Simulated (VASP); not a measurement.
# CdTe: relaxation of the atoms with PBE

The system is CdTe.

```
CELL_PARAMETERS angstrom
0.00000 3.27252 3.27252
3.27252 0.00000 3.27252
3.27252 3.27252 0.00000
ATOMIC_POSITIONS crystal
Cd 0.00000 0.00000 0.00000
Te 0.25000 0.25000 0.25000
```

The cell isn't the ideal one: a relaxed cell with its volume scaled by 0.96.

```json
{
  "Program": "VASP 6.6.1",
  "Task": "relaxation of the atoms",
  "Functional": "PBE",
  "Potentials or basis": "VASP PAW PBE potentials, release 64 (Cd, Te)",
  "Cutoff": "300 eV",
  "k mesh": "4 × 4 × 4",
  "Occupations": "gaussian, width 0.03 eV",
  "Spin": "no spin polarisation",
  "Further INCAR settings": "ALGO = Normal; EDIFF = 1e-07; IBRION = 2; EDIFFG = -0.01; NSW = 40"
}
```

```
Band gap on the k mesh : 0.66 eV, direct
```

Final structure:
```
Cd Te
1.0
     0.00000    3.27252    3.27252
     3.27252    0.00000    3.27252
     3.27252    3.27252    0.00000
Cd Te
1 1
Direct
  0.00000 0.00000 0.00000
  0.25000 0.25000 0.25000
```

Levels at points of the mesh, in eV from the valence-band top:
```csv
k point,band 7,band 8,band 9,band 10,band 11,band 12
"(0.00, 0.00, 0.00)",0.00,0.00,0.00,0.66,4.60,4.60
"(0.50, 0.00, 0.00)",-4.27,-0.74,-0.74,1.77,5.18,5.18
"(0.50, 0.50, 0.00)",-4.18,-1.77,-1.77,2.65,2.66,8.68
```

Wall time 9.9 s on 1 thread of Intel(R) Xeon(R) Platinum 8488C (Sapphire Rapids), with other jobs on the host, peak memory 0.15 GiB.

Caveat: the relaxation stopped at its first step, so nothing moved; spin-orbit coupling is left out, which moves the levels of the heavy elements.
